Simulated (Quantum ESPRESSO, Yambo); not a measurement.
# Quasiparticle gap of AgBr (Bromargyrite) in Yambo, part 2 of 3

Wanted: ground state, empty states, screening and self-energy for AgBr (Bromargyrite).

Quantum ESPRESSO 7.5 and Yambo 5.3.0; PBE and many-body steps on it, plane waves. Known limits of the many-body steps: not at the basis limit; d shell near the gap, gap tends to lie low; no spin-orbit coupling; coarse k mesh.

So far. Step 2 (Ground state): The gap is indirect, with the least direct gap 1.87 eV higher. Step 3 (Bands along the symmetry lines): The gap is 0.676 eV, as in the run before at this level.

### Step 4. Empty states on the mesh, 4×4×4 mesh, 144 bands

Level of this step: DFT, PBE, plane waves, norm-conserving pseudopotentials (Quantum ESPRESSO).

The sums over transitions need many empty states on a uniform mesh; this step solves for them.

pw.in reads:

```
&control
  calculation = 'nscf'
  prefix = 'x'
  outdir = 'o'
  pseudo_dir = 'pseudo'
/
&system
  ibrav = 0
  nat = 2
  ntyp = 2
  ecutwfc = 76.0
  nbnd = 144
  force_symmorphic = .true.
/
&electrons
  conv_thr = 1e-9
  electron_maxstep = 80
  diago_full_acc = .true.
  diago_thr_init = 5e-6
/
ATOMIC_SPECIES
  Ag 107.87 Ag.upf
  Br 79.904 Br.upf
CELL_PARAMETERS angstrom
  0.0000000000 2.8872500000 2.8872500000
  2.8872500000 -0.0000000000 2.8872500000
  2.8872500000 2.8872500000 0.0000000000
ATOMIC_POSITIONS crystal
  Ag 0.0000000000 0.0000000000 0.0000000000
  Br 0.5000000000 0.5000000000 0.5000000000
K_POINTS automatic
  4 4 4 0 0 0
```

Command:

```
OMP_NUM_THREADS=1 mpirun -n 4 pw.x -nk 4 -in pw.in > pw.out
```

The program printed:

```text
[banner, memory and clock lines left out]
Program PWSCF v.7.5 starts

     Atomic positions and unit cell read from directory:
     o/x.save/

     Message from routine setup:
     using ibrav=0 with symmetry is DISCOURAGED, use correct ibrav instead

     G-vector sticks info

     bravais-lattice index     =            0
     lattice parameter (alat)  =       7.7161  a.u.
     unit-cell volume          =     324.8477 (a.u.)^3
     number of atoms/cell      =            2
     number of atomic types    =            2
     number of electrons       =        36.00
     number of Kohn-Sham states=          144
     kinetic-energy cutoff     =      76.0000  Ry
     charge density cutoff     =     304.0000  Ry
     Exchange-correlation= PBE
                           (   1   4   3   4   0   0   0)

     celldm(1)=   7.716107  celldm(2)=   0.000000  celldm(3)=   0.000000
     celldm(4)=   0.000000  celldm(5)=   0.000000  celldm(6)=   0.000000

     crystal axes: (cart. coord. in units of alat)
               a(1) = (   0.000000   0.707107   0.707107 )
               a(2) = (   0.707107  -0.000000   0.707107 )
               a(3) = (   0.707107   0.707107   0.000000 )

     reciprocal axes: (cart. coord. in units 2 pi/alat)
               b(1) = ( -0.707107  0.707107  0.707107 )
               b(2) = (  0.707107 -0.707107  0.707107 )
               b(3) = (  0.707107  0.707107 -0.707107 )
     Pseudo is Norm-conserving + core correction, Zval = 19.0
     Generated using ONCVPSP code by D. R. Hamann
     Using radial grid of 1538 points,  6 beta functions with:
     Pseudo is Norm-conserving + core correction, Zval = 17.0
     Generated using ONCVPSP code by D. R. Hamann
     Using radial grid of 1098 points,  6 beta functions with:
     Ag               19.00   107.87000     Ag( 1.00)
     Br               17.00    79.90400     Br( 1.00)

     48 Sym. Ops., with inversion, found

   Cartesian axes

     site n.     atom                  positions (alat units)
         1        Ag     tau(   1) = (   0.0000000   0.0000000   0.0000000  )
         2        Br     tau(   2) = (   0.7071068   0.7071068   0.7071068  )

     number of k points=     8
                       cart. coord. in units 2pi/alat
        k(    1) = (   0.0000000   0.0000000   0.0000000), wk =   0.0312500
        k(    2) = (   0.1767767   0.1767767  -0.1767767), wk =   0.2500000
        k(    3) = (  -0.3535534  -0.3535534   0.3535534), wk =   0.1250000
[...]
k(    7) = (  -0.7071068   0.0000000   0.0000000), wk =   0.0937500
        k(    8) = (  -0.7071068   0.3535534   0.0000000), wk =   0.1875000

     Dense  grid:    29123 G-vectors     FFT dimensions: (  45,  45,  45)

     The potential is recalculated from file :
     o/x.save/charge-density

     Starting wfcs are   19 randomized atomic wfcs +  125 random wfcs

     Band Structure Calculation

     End of band structure calculation

          k = 0.0000 0.0000 0.0000 (  3695 PWs)   bands (ev):

   -80.6914 -51.2099 -51.2099 -51.2095 -51.2095 -51.2095 -44.2126 -44.2126
   -44.2126  -5.5764   6.6719   6.6719   6.6719   6.6726   6.6726   7.5251
     7.5251   7.5251  10.0695  19.3263  19.3263  19.3263  20.6109  21.1269
[...]
[... 6 further rows ...]
[...]
k = 0.1768 0.1768-0.1768 (  3647 PWs)   bands (ev):

[...]
[... 6 further rows ...]
[...]
k =-0.3536-0.3536 0.3536 (  3648 PWs)   bands (ev):

[...]
[... 6 further rows ...]
   103.3427 103.9371 103.9371 106.5792 106.5792 107.9477 108.6276 108.6276
   108.6574 108.7129 108.7129 111.3541 111.3541 111.7007 111.7110 111.7110

          k = 0.3536 0.0000 0.0000 (  3615 PWs)   bands (ev):

     [... further k-points ...]

     highest occupied, lowest unoccupied level (ev):     9.3930   10.0695

     XML data file, pseudopotentials, collected wavefunctions
```

The job ended after 17 s (4 MPI ranks of Intel Xeon Platinum 8259CL at 2.50GHz (Skylake/Cascade Lake), shared host; peak memory 0.41 GiB; 68 s of CPU time).

This step gave:

| Item | Value |
| --- | --- |
| gap | 0.6765 eV |
| k of the valence top | 0, 0, -0.5 |
| k of the conduction bottom | 0, 0, 0 |
| least direct gap | 2.544 eV |
| k points computed | 8 |
| lowest point of the top converged band, above the valence top | 100.2739 eV |

On this mesh the gap is 0.676 eV.

### Step 5. Conversion and set-up

This step: Yambo 5.3.0; conversion and set-up on PBE, plane waves, norm-conserving pseudopotentials.

The states are converted to the many-body program's format and the q mesh is built.

Command:

```
(cd o/x.save; p2y > p2y.log; mv SAVE ../..); yambo > setup.log
```

The program printed:

```text
 Yambo, version 5.3.0

 [02] CORE Variables Setup
 =========================

  [02.01] Unit cells
  ==================

  Cell kind             :  FCC
  Atoms in the cell     :  Ag  Br
  number of Ag atoms    :  1
  number of Br atoms    :  1

  List of atomic masses
  Mass of Ag    :  107.8700
  Mass of Br    :  79.90400

  List of atomic coordinates    : [cc]
  Ag1       :  0.000000  0.000000  0.000000  order 1
  Br1       :  5.456112  5.456112  5.456112  order 2

  Alat factors          :  5.456112  5.456112  5.456112 [a.u.]
  Direct lattice volume :  324.8477 [a.u.]
  Direct lattice vectors:  A[ 1 ]  A[ 2 ]  A[ 3 ]
   A[ 1 ]:  0.000000  1.000000  1.000000  [iru]
   0.000000  5.456112  5.456112  [cc]
   A[ 2 ]:  1.000000 -0.000000  1.000000  [iru]
   5.456112 -0.000000  5.456112  [cc]
   A[ 3 ]:  1.000000  1.000000  0.000000  [iru]
   5.456112  5.456112  0.000000  [cc]

  Recip. lattice volume :  0.763589 [a.u.]
  Recip. lattice vectors:  B[ 1 ]  B[ 2 ]  B[ 3 ]
   B[ 1 ]: -0.500000  0.500000  0.500000  [iku]
  -0.575793  0.575793  0.575793  [cc]
   B[ 2 ]:  0.500000 -0.500000  0.500000  [iku]
   0.575793 -0.575793  0.575793  [cc]
   B[ 3 ]:  0.500000  0.500000 -0.500000  [iku]
   0.575793  0.575793 -0.575793  [cc]

  [02.02] Symmetries
  ==================

  Inversion symmetry    : yes
  Spatial inversion     : yes
  Inversion index       :  25
  K-space Time-reversal : no
  Magnetic symmetries   : no
  Group table correct   : yes
  Symmetries units      :  [cc]

   [S  1]:   1.0000     -0.31888E-16 -0.31888E-16 -0.31888E-16   1.0000      0.31888E-16  0.31888E-16  0.31888E-16   1.0000
   [S  2]:  -1.0000      0.31888E-16 -0.31888E-16  0.31888E-16  -1.0000      0.31888E-16 -0.31888E-16 -0.31888E-16   1.0000
   [S  3]:  -1.0000     -0.31888E-16  0.31888E-16  0.31888E-16   1.0000     -0.31888E-16 -0.31888E-16  0.31888E-16  -1.0000
[...]
[... 36 further rows ...]
   [S 47]: -0.31888E-16   1.0000      0.31888E-16  0.31888E-16 -0.31888E-16  -1.0000       1.0000      0.31888E-16 -0.31888E-16
   [S 48]: -0.31888E-16  -1.0000     -0.31888E-16  0.31888E-16  0.31888E-16   1.0000       1.0000     -0.31888E-16  0.31888E-16

  [02.03] Reciprocal space
  ========================

  nG shells         :  309
  nG charge         :  29123
  nG WFs            :   4439
  nC WFs            :   3695
  G-vecs. in first 30 shells:  [ Number ]
     1    9   15   27   51   59   65   89  113
    137   169   181   229   259   283   307   331   339
    387   411   459   531   537   561   609   645   701
    725   749   821
  ...
  Shell energy in first 30 shells:  [ mHa ]
    0.00000      497.307      663.076      1326.15      1823.46      1989.23      2652.30      3149.61      3315.38
    3978.46      4475.76      5304.61      5801.91      5967.68      6630.76      7128.07      7293.83      7956.91
[...]
BZ  K-points                                      :   64

  K/Q-points units:
  rlu = crystal or reduced units; cc = cartesian coordinates; iku = interal k-units

  K [1]          [rlu]:  0.000000  0.000000  0.000000
         WF components:   3695
  K [2]          [rlu]: -0.87945E-17  0.50833E-17  0.25000
         WF components:   3647
  K [3]          [rlu]:  0.17589E-16 -0.10167E-16 -0.50000
         WF components:   3648
  K [4]          [rlu]: -0.37208E-17  0.25000      0.25000
         WF components:   3615
  K [5]          [rlu]:  0.15450E-17  0.25000     -0.50000
         WF components:   3637
  [... 2 further k-points ...]
  K [8]          [rlu]:  0.250000 -0.500000 -0.250000
         WF components:   3636

  [02.05] Energies & Occupations
  ==============================

  [X] === General ===
  [X] Electronic Temperature                        :  0.000000  0.000000 [eV K]
  [X] Bosonic    Temperature                        :  0.000000  0.000000 [eV K]
  [X] Finite Temperature mode                       : no
  [X] El. density                                   :  0.74786E+24 [cm-3]
  [X] Fermi Level                                   :  9.392987 [eV]

  [X] === Gaps and Widths ===
  [X] Conduction Band Min                           :  0.676466 [eV]
  [X] Valence Band Max                              :  0.000000 [eV]
  [X] Filled Bands                                  :  18
  [X] Empty Bands                                   :   19  144
  [X] Direct Gap                                    :  2.544364 [eV]
  [X] Direct Gap localized at k                     :  1
  [X] Indirect Gap                                  :  0.676466 [eV]
  [X] Indirect Gap between kpts                     :  3  1
  [X] Last valence band width                       :  2.238986 [eV]
  [X] 1st conduction band width                     :  4.251732 [eV]

  E @ K [1]:  [eV]
  -90.08440 -60.60284 -60.60284 -60.60251 -60.60251 -60.60251 -53.60556 -53.60556
  -53.60556 -14.96934  -2.72106  -2.72106  -2.72106  -2.72037  -2.72037  -1.86790
   -1.86790  -1.86790   0.67647   9.93330   9.93330   9.93330  11.21786  11.73395
[...]
occ @ K [1]
[...]
E @ K [2]:  [eV]
[...]
occ @ K [2]
[...]
E @ K [3]:  [eV]
[...]
occ @ K [3]
[...]
E @ K [4]:  [eV]
[...]
occ @ K [4]
[...]
E @ K [5]:  [eV]
[...]
occ @ K [5]
[...]
[... 2 further k-points ...]
  E @ K [8]:  [eV]
[...]
occ @ K [8]
[...]
0.000000  0.000000  0.000000  0.000000  0.000000  0.000000  0.000000  0.000000
   0.000000  0.000000  0.000000  0.000000  0.000000  0.000000  0.000000  0.000000

 [03] Transferred momenta grid and indexing
 ==========================================

 IBZ Q-points                                      :   8
 BZ  Q-points                                      :   64

 K/Q-points units:
 rlu = crystal or reduced units; cc = cartesian coordinates; iku = interal k-units

 Q [1]          [rlu]:  0.000000  0.000000  0.000000
 Q [2]          [rlu]:  0.87369E-17  0.87369E-17  0.25000
 Q [3]          [rlu]: -0.17474E-16 -0.17474E-16 -0.50000
[...]
Q [7]          [rlu]:  0.55646E-16 -0.50000     -0.50000
 Q [8]          [rlu]:  0.250000 -0.500000 -0.250000

  [03.01] X indexes
  =================

   [03.01.01] Sigma indexes
   ========================

 [06] Game Over & Game summary
```

The job ended after 4.3 s (1 MPI rank; peak memory 0.25 GiB).

(Continued in part 3 of 3.)

[Paths, hosts, dates, memory and timing lines, banners, echoed tables and standing remarks are left out of the program output.]

[Logs are printed without paths, hosts, clocks, repeated set-up lines and the standing remarks that a program may print on its own settings, such as how far it seeks lower states.]

[Runs of the session that timed out or met a known fault of the program may be left out.]

[Hosts, paths, dates, database ids (printed as entryN), source tags and the programs' standing remarks are cut or masked in the printed files.]
